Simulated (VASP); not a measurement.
# SnSe2: phonons with r2SCAN

SnSe2:

```
Sn Se
1.0
     3.81100    0.00000    0.00000
    -1.90550    3.30042    0.00000
     0.00000    0.00000    6.13600
Sn Se
1 2
Direct
  0.00000 0.00000 0.00000
  0.33333 0.66667 0.24900
  0.66667 0.33333 0.75100
```

* Program: VASP 6.6.1
* Task: phonons
* Functional: r2SCAN
* Potentials or basis: VASP PAW PBE potentials, release 64 (Sn_d, Se)
* Cutoff: 600 eV
* k mesh: 7 × 7 × 5
* Occupations: gaussian, width 0.02 eV
* Spin: no spin polarisation
* Further INCAR settings: ALGO = Normal; EDIFF = 1e-08; IBRION = 6; POTIM = 0.015; NSW = 1

The relaxed volume is 27.76 Å³/atom. The relaxed cell is a = 3.843 Å, b = 3.843 Å, c = 6.513 Å, α = 90.00°, β = 90.00°, γ = 120.00°, the space group after relaxing (to 0.05 Å) is P-3m1 (No. 164) and the highest phonon frequency at Γ, LO-TO splitting left out is 251 cm⁻¹.

The path:
```csv
step,energy change (eV),largest force (eV/Å),pressure (GPa),volume (Å³)
1,0.0000,0.5307,3.66,77.18
2,-0.0067,0.5191,-2.86,83.94
3,-0.0450,0.0481,-0.04,80.57
4,-0.0450,0.0376,0.03,80.50
5,-0.0463,0.0570,0.07,80.53
6,-0.0474,0.0986,0.16,80.60
7,-0.0486,0.0925,0.10,80.91
8,-0.0510,0.0740,-0.05,81.84
9,-0.0524,0.0381,-0.29,83.72
10,-0.0513,0.1086,0.52,83.35
11,-0.0527,0.0081,-0.03,83.60
12,-0.0527,0.0072,-0.04,83.60
13,-0.0527,0.0014,-0.02,83.51
14,-0.0527,0.0003,-0.01,83.48
15,-0.0527,0.0045,0.02,83.43
16,-0.0527,0.0054,0.02,83.42
17,-0.0527,0.0051,0.02,83.42
18,-0.0527,0.0044,0.00,83.40
19,-0.0527,0.0028,-0.03,83.37
20,-0.0527,0.0039,-0.01,83.39
21,-0.0527,0.0028,-0.01,83.38
22,-0.0527,0.0008,-0.01,83.33
23,-0.0527,0.0019,-0.01,83.31
24,-0.0527,0.0016,0.01,83.27
25,-0.0528,0.0003,0.00,83.29
```

Final structure:
```
CELL_PARAMETERS angstrom
3.84275 0.00000 0.00000
-1.92138 3.32792 0.00000
0.00000 0.00000 6.51261
ATOMIC_POSITIONS crystal
Sn 0.00000 0.00000 0.00000
Se 0.33333 0.66667 0.24167
Se 0.66667 0.33333 0.75833
```

Phonon frequencies in cm⁻¹ (negative: imaginary):
```csv
q point,frequencies
"(0.000, 0.000, 0.000)",0 0 0 116 116 145 145 187 251
```

Wall time 49 min on 1 thread of Intel(R) Xeon(R) 6975P-C (Granite Rapids) (shared host), peak memory 0.51 GiB.

Caveat: the PAW data sets were made with another functional, which shifts forces and pressure a little.
